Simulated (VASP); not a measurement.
# Sr (P6_3/mmc) in VASP: a series of runs, part 2 of 2

VASP 6.6.1.

**3. Single point, PBE (volume 48.675 Å^3 an atom, c/a of the conventional cell 1.3699)**

File INCAR:

```
ALGO     = Fast           # electronic algorithm
EDIFF    = 1E-7           # SCF threshold, eV
ENCUT    = 520            # plane-wave cutoff, eV
GGA      = PE             # functional
ISIF     = 2              # what is computed and relaxed
ISMEAR   = 0              # smearing method
LASPH    = T              # aspherical terms in the spheres
LCHARG   = F              # write CHGCAR
LREAL    = F              # projectors in reciprocal space
LWAVE    = F              # write WAVECAR
NBANDS   = 17             # bands
NELM     = 80             # most SCF steps
PREC     = Accurate       # precision mode
SIGMA    = 0.15           # smearing width, eV
```

File KPOINTS:

```
k-points
0
Gamma
  15 15 8
```

File POSCAR:

```
Sr
1.0
    4.3454906469      0.0000000000      0.0000000000
   -2.1727453234      3.7633052921      0.0000000000
    0.0000000000      0.0000000000      5.9528876372
Sr
2
Direct
    0.3333333333      0.6666666667      0.2500000000
    0.6666666667      0.3333333333      0.7500000000
```

Potentials or basis: VASP PAW PBE potentials, release 64 (Sr_sv).

On the command line:

```
> cat potpaw_PBE.64/Sr_sv/POTCAR > POTCAR
> mpirun -np 1 vasp_std > vasp.out
```

OUTCAR:

```text
EDIFF = 1E-7
   ENCUT = 520
   GGA = PE
   ISIF = 2
   ISMEAR = 0
   LASPH = T
   LREAL = F
   NELM = 80
   PREC = Accurate

 ion  position               nearest neighbor table
   1  0.333  0.667  0.250-   2 3.89   2 3.89   2 3.89   2 3.89   2 3.89   2 3.89
   2  0.667  0.333  0.750-   1 3.89   1 3.89   1 3.89   1 3.89   1 3.89   1 3.89

  LATTYP: Found a hexagonal cell.
 ALAT       =     4.3454906469
 C/A-ratio  =     1.3699000000

  Lattice vectors:

 A1 = (   4.3454906469,   0.0000000000,   0.0000000000)
 A2 = (  -2.1727453234,   3.7633052921,   0.0000000000)
 A3 = (   0.0000000000,   0.0000000000,   5.9528876372)

Analysis of symmetry for initial positions (statically):
=====================================================================
 Subroutine PRICEL returns:
 Original cell was already a primitive cell.

 Routine SETGRP: Setting up the symmetry group for a
 hexagonal supercell.

 Subroutine GETGRP returns: Found 24 space group operations
 (whereof 12 operations were pure point group operations)
 out of a pool of 24 trial point group operations.

The static configuration has the point symmetry D_3d.
 The point group associated with its full space group is D_6h.

Analysis of symmetry for dynamics (positions and initial velocities):
=====================================================================
 Subroutine PRICEL returns:
 Original cell was already a primitive cell.

 Routine SETGRP: Setting up the symmetry group for a
 hexagonal supercell.

 Subroutine GETGRP returns: Found 24 space group operations
 (whereof 12 operations were pure point group operations)
 out of a pool of 24 trial point group operations.

The dynamic configuration has the point symmetry D_3d.
 The point group associated with its full space group is D_6h.

 Subroutine INISYM returns: Found 24 space group operations
 (whereof 12 operations are pure point group operations),
 and found     1 'primitive' translations
[... 112 lines left out ...]
   IALGO  =     68    algorithm
   IMIX   =      4    mixing-type and parameters
     AMIX     =   0.40;   BMIX     =  1.00
     AMIX_MAG =   1.60;   BMIX_MAG =  1.00
  volume/ion in A,a.u.               =      48.68       328.48
  Fermi-wavevector in a.u.,A,eV,Ry     =   0.965990  1.825457 12.696108  0.933138
  Thomas-Fermi vector in A             =   2.095754
   LORBIT       =      0    0 simple, 1 ext, 2 COOP (PROOUT), +10 PAW based schemes
   GGA     = PE    functional components
   LHFCALC =     F    Hartree Fock is set to
   AEXX    =    0.0000 exact exchange contribution
   IVDW    =     0    specifies the selected vdW correction
   LEPSILON=     F    determine dielectric tensor
   LRPA    =     F    only Hartree local field effects (RPA)
 non-spin polarized calculation
 RMM-DIIS sequential band-by-band and
 Gauss-broadening in eV      SIGMA  =   0.15
  energy-cutoff  :      520.00
  volume of cell :       97.35
 maximum number of plane-waves:      2644
   NGX = 17   NGY = 17   NGZ = 23

 number of electron      20.0000000 magnetization

 Free energy of the ion-electron system (eV)
  ---------------------------------------------------
  ext. energy  EPLUGINS =         0.00000000
  ---------------------------------------------------
  free energy    TOTEN  =        -3.05832014 eV

  energy without entropy =       -3.02859266  energy(sigma->0) =       -3.04345640

 E-fermi :   1.9510     XC(G=0):  -7.7247

 val. band max:        1.9457533252   @ k =   0.3333   0.2000   0.0000
 cond. band min:       1.9572298648   @ k =   0.3333   0.0667   0.0000
 fundamental gap:      0.0114765396
 Fermi energy:         1.9509713679

 k-point     1 :       0.0000    0.0000    0.0000
  band No.  band energies     occupation
      1     -34.4025      2.00000
      2     -34.3546      2.00000
      3     -16.6488      2.00000
      4     -16.3512      2.00000
      5     -16.3512      2.00000
      6     -16.2565      2.00000
[... 457 lines left out ...]
      4     -16.4695      2.00000
      5     -16.4092      2.00000
      6     -16.3861      2.00000
[... 9 lines left out ...]
     16       5.7960      0.00000
     17       6.5238      0.00000

 [... further k-points ...]

------------------------ aborting loop because EDIFF is reached ----------------------------------------

  FORCE on cell =-STRESS in cart. coord.  units (eV):
  Direction    XX          YY          ZZ          XY          YZ          ZX
  --------------------------------------------------------------------------------------
  -------------------------------------------------------------------------------------
  Total        0.5035226      0.5035226      2.6984111      0.0000000      0.0000000      0.0000000
  in kB        8.2869284      8.2869284     44.4102012      0.0000000      0.0000000      0.0000000
  external PRESSURE =      20.3280193 kB  Pullay stress =       0.0000000 kB

 VOLUME and BASIS-vectors are now :
 -----------------------------------------------------------------------------
  energy-cutoff  :      520.00
  volume of cell :       97.35
      direct lattice vectors                 reciprocal lattice vectors
     4.345490647  0.000000000  0.000000000     0.230123611  0.132861929  0.000000000
    -2.172745323  3.763305292  0.000000000     0.000000000  0.265723858  0.000000000
     0.000000000  0.000000000  5.952887637     0.000000000  0.000000000  0.167985701

 POSITION                                       TOTAL-FORCE (eV/Angst)
 -----------------------------------------------------------------------------------
     -0.00000      2.50887      1.48822         0.000000     -0.000000      0.000000
      2.17275      1.25444      4.46467        -0.000000      0.000000      0.000000
 -----------------------------------------------------------------------------------
    total drift:                               -0.000000      0.000000     -0.000000

  FREE ENERGIE OF THE ION-ELECTRON SYSTEM (eV)
  ---------------------------------------------------
  free  energy   TOTEN  =        -3.0583201432 eV

  energy  without entropy=       -3.0285926630  energy(sigma->0) =       -3.04345640
```

stdout:

```text
[... 30 lines left out ...]
 num prob  num prob  num prob  num prob  num prob  num prob  num prob RMM:  17    -0.305832012075E+01    0.18965E-06   -0.32097E-07  4784   0.211E-03    0.108E-03
 num prob  num prob  num prob  num prob  num prob  num prob  num prob  num prob  num prob  num prob  num prob  num prob  num prob  num prob  num prob  num prob  num prob  num prob  num prob  num prob  num prob  num prob  num prob  num prob  num prob  num prob  num prob  num prob  num prob  num prob  num prob  num prob  num prob  num prob  num prob  num prob  num prob  num prob  num prob  num prob  num prob  num prob  num prob  num prob  num prob  num prob  num prob  num prob  num prob  num prob RMM:  18    -0.305832014316E+01   -0.22405E-07   -0.16392E-07  3710   0.131E-03
```

Wall time 5.4 min (1 thread of Intel Xeon Platinum 8488C (Sapphire Rapids), shared host); peak memory 0.34 GiB.

Results:

| Property | Result |
| --- | --- |
| Free energy | -3.0583 eV |
| Pressure | 2.0 GPa |
| Band gap on the k mesh | none (metal or under the smearing width) |

Levels at points of the mesh, in eV from the Fermi level:
```csv
k point,band 6,band 7,band 8,band 9,band 10,band 11,band 12,band 13,band 14,band 15
"(0.00, 0.00, 0.00)",-18.21,-18.21,-18.19,-3.75,-0.80,1.24,2.16,2.16,2.81,2.81
"(0.00, 0.00, 0.50)",-18.25,-18.25,-18.25,-2.42,-2.42,1.97,1.97,1.97,1.97,2.02
```

**4. Single point, PBE (volume 51.994 Å^3 an atom, c/a of the conventional cell 1.5004)**

File INCAR:

```
SYSTEM = Sr
PREC = Accurate
ENCUT = 520
EDIFF = 1E-7
ISMEAR = 0
SIGMA = 0.15
LREAL = .False.
LASPH = .True.
NELM = 60
ALGO = Fast
ISIF = 2
LWAVE = .False.
LCHARG = .False.
GGA = PE
NBANDS = 17
```

File KPOINTS:

```
regular mesh
0
Gamma
  15 15 8
  0 0 0
```

File POSCAR:

```
Sr
1.0
    4.3093838470      0.0000000000      0.0000000000
   -2.1546919235      3.7320358861      0.0000000000
    0.0000000000      0.0000000000      6.4657995240
Sr
2
Direct
    0.3333333333      0.6666666667      0.2500000000
    0.6666666667      0.3333333333      0.7500000000
```

Potentials or basis: VASP PAW PBE potentials, release 64 (Sr_sv).

On the command line:

```
> cat potpaw_PBE.64/Sr_sv/POTCAR > POTCAR
> mpirun -np 1 vasp_std > vasp.out
```

OUTCAR:

```text
SYSTEM = Sr
   PREC = Accurate
   ENCUT = 520
   EDIFF = 1E-7
   ISMEAR = 0
   LREAL = .False.
   LASPH = .True.
   NELM = 60
   ISIF = 2
   GGA = PE

 ion  position               nearest neighbor table
   1  0.333  0.667  0.250-   2 4.08   2 4.08   2 4.08   2 4.08   2 4.08   2 4.08
   2  0.667  0.333  0.750-   1 4.08   1 4.08   1 4.08   1 4.08   1 4.08   1 4.08

  LATTYP: Found a hexagonal cell.
 ALAT       =     4.3093838470
 C/A-ratio  =     1.5004000000

  Lattice vectors:

 A1 = (   4.3093838470,   0.0000000000,   0.0000000000)
 A2 = (  -2.1546919235,   3.7320358861,   0.0000000000)
 A3 = (   0.0000000000,   0.0000000000,   6.4657995240)

Analysis of symmetry for initial positions (statically):
=====================================================================
 Subroutine PRICEL returns:
 Original cell was already a primitive cell.

 Routine SETGRP: Setting up the symmetry group for a
 hexagonal supercell.

 Subroutine GETGRP returns: Found 24 space group operations
 (whereof 12 operations were pure point group operations)
 out of a pool of 24 trial point group operations.

The static configuration has the point symmetry D_3d.
[... 164 lines left out ...]

 E-fermi :   1.7938     XC(G=0):  -7.5205

 val. band max:        1.7785872740   @ k =   0.3333   0.2667   0.1250
 cond. band min:       1.7996369804   @ k =   0.2667   0.2667   0.0000
 fundamental gap:      0.0210497064
 Fermi energy:         1.7938444499

 k-point     1 :       0.0000    0.0000    0.0000
  band No.  band energies     occupation
      1     -34.7284      2.00000
      2     -34.7024      2.00000
      3     -16.8854      2.00000
      4     -16.6570      2.00000
      5     -16.6570      2.00000
      6     -16.6061      2.00000
[... 457 lines left out ...]
      4     -16.7516      2.00000
      5     -16.7318      2.00000
      6     -16.7241      2.00000
[... 9 lines left out ...]
     16       5.5843      0.00000
     17       6.2900      0.00000

 [... further k-points ...]

------------------------ aborting loop because EDIFF is reached ----------------------------------------

  FORCE on cell =-STRESS in cart. coord.  units (eV):
  Direction    XX          YY          ZZ          XY          YZ          ZX
  --------------------------------------------------------------------------------------
  -------------------------------------------------------------------------------------
  Total        0.1482306      0.1482306      1.4357049      0.0000000      0.0000000      0.0000000
  in kB        2.2838381      2.2838381     22.1203775      0.0000000      0.0000000      0.0000000
  external PRESSURE =       8.8960179 kB  Pullay stress =       0.0000000 kB

 VOLUME and BASIS-vectors are now :
 -----------------------------------------------------------------------------
  energy-cutoff  :      520.00
  volume of cell :      103.99
      direct lattice vectors                 reciprocal lattice vectors
     4.309383847  0.000000000  0.000000000     0.232051735  0.133975132  0.000000000
    -2.154691924  3.732035886  0.000000000     0.000000000  0.267950264  0.000000000
     0.000000000  0.000000000  6.465799524     0.000000000  0.000000000  0.154659914

 POSITION                                       TOTAL-FORCE (eV/Angst)
 -----------------------------------------------------------------------------------
     -0.00000      2.48802      1.61645        -0.000000      0.000000      0.000000
      2.15469      1.24401      4.84935         0.000000     -0.000000      0.000000
 -----------------------------------------------------------------------------------
    total drift:                               -0.000000      0.000000     -0.000000

  FREE ENERGIE OF THE ION-ELECTRON SYSTEM (eV)
  ---------------------------------------------------
  free  energy   TOTEN  =        -3.2265479672 eV

  energy  without entropy=       -3.1992778487  energy(sigma->0) =       -3.21291291
```

Wall time 5 min (1 thread of Intel Xeon Platinum 8488C (Sapphire Rapids), shared host); peak memory 0.35 GiB.

What came out:

| Quantity | Value |
| --- | --- |
| Free energy | -3.2265 eV |
| Pressure | 0.9 GPa |
| Band gap on the k mesh | none (metal or under the smearing width) |

**5. Summary**

```csv
cell,gap on the mesh (eV),pressure (GPa)
"volume 48.675 Å^3 an atom, c/a of the conventional cell 1.7999",none,1.9
"volume 48.675 Å^3 an atom, c/a of the conventional cell 1.3699",none,2.0
"volume 51.994 Å^3 an atom, c/a of the conventional cell 1.5004",none,0.9
```

Alike in all rows: task single point; level PBE; potentials or basis VASP PAW PBE potentials, release 64 (Sr_sv); no spin polarisation; k mesh 15 × 15 × 8; cutoff (eV) 520; smearing gaussian 0.15 eV.

Total energies depend on the potentials used, so only differences within one code and one set of settings carry meaning.
